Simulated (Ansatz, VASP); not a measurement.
# One calculation of SiC, two programs

The input INCAR:

```
SYSTEM = SiC
PREC = Accurate ; ENCUT = 600
EDIFF = 1E-7 ; ISMEAR = 0
SIGMA = 0.02 ; LREAL = .FALSE.
LASPH = .TRUE. ; NELM = 80
ALGO = Normal ; ISIF = 3
LWAVE = .FALSE. ; LCHARG = .FALSE.
GGA = PE ; IBRION = 2
NSW = 100 ; EDIFFG = -0.005
```

The input KPOINTS:

```
regular mesh
0
G
  12 12 6
  0 0 0
```

POSCAR

```
SiC
1.0
    3.0916404561      0.0000000000      0.0000000000
   -1.5458202281      2.6774391744      0.0000000000
    0.0000000000      0.0000000000      5.0754645532
Si C
2 2
Direct
    0.3333333333      0.6666666667      0.0046060329
    0.6666666667      0.3333333333      0.5046060329
    0.3333333333      0.6666666667      0.3803939671
    0.6666666667      0.3333333333      0.8803939671
```

Input for Ansatz:

```yaml
crystal:
  lattice:
    - [3.0916404561, 0.0, 0.0]
    - [-1.5458202281, 2.6774391744, 0.0]
    - [0.0, 0.0, 5.0754645532]
  atoms:
    - { symbol: Si, position: [0.3333333333, 0.6666666667, 0.0046060329] }
    - { symbol: Si, position: [0.6666666667, 0.3333333333, 0.5046060329] }
    - { symbol: C, position: [0.3333333333, 0.6666666667, 0.3803939671] }
    - { symbol: C, position: [0.6666666667, 0.3333333333, 0.8803939671] }
basis:
  ecutwfc: 520.0
kpoints:
  mp_grid: { grid: [12, 12, 6] }
hamiltonian:
  xc: pbe
  pseudopotentials: { kind: paw, azcp: { folder: soft_1 } }
scf:
  occupations: { method: gaussian, width: 0.02 }
output:
  forces: true
  stress: true
  eigenvalues: true
  write_density: true
  write_potential: true
  elf: true
  volumetric_format: npy
relax:
  adjacent_minimum: "off"
  f_tol: 0.005
  max_steps: 80
  cell: { stress_tol: 0.05 }
```

Alike in both runs: task relaxation of cell and atoms; functional PBE; k mesh 12 × 12 × 6; occupations gaussian, width 0.02 eV; no spin polarisation.

```csv
,VASP,Ansatz
version,VASP 6.6.1,Ansatz 0.2.0
potentials or method,"VASP PAW PBE potentials, release 64 (Si, C)","scalar-relativistic, plane waves, PAW"
plane-wave cutoff (eV),600,520
valence electrons in the cell,16,16
```

|  | VASP | Ansatz | Ansatz less VASP |
| --- | --- | --- | --- |
| gap on the k mesh at the Fermi level, each at its own relaxed structure (eV) | 2.30 | 2.31 | +0.009 |
| relaxed volume (Å³/atom) | 10.49 | 10.50 | +0.010 |
| relaxed cell length with the largest relative difference (Å) | 3.091 | 3.092 | +0.0012 |

A k mesh can miss the band edges.
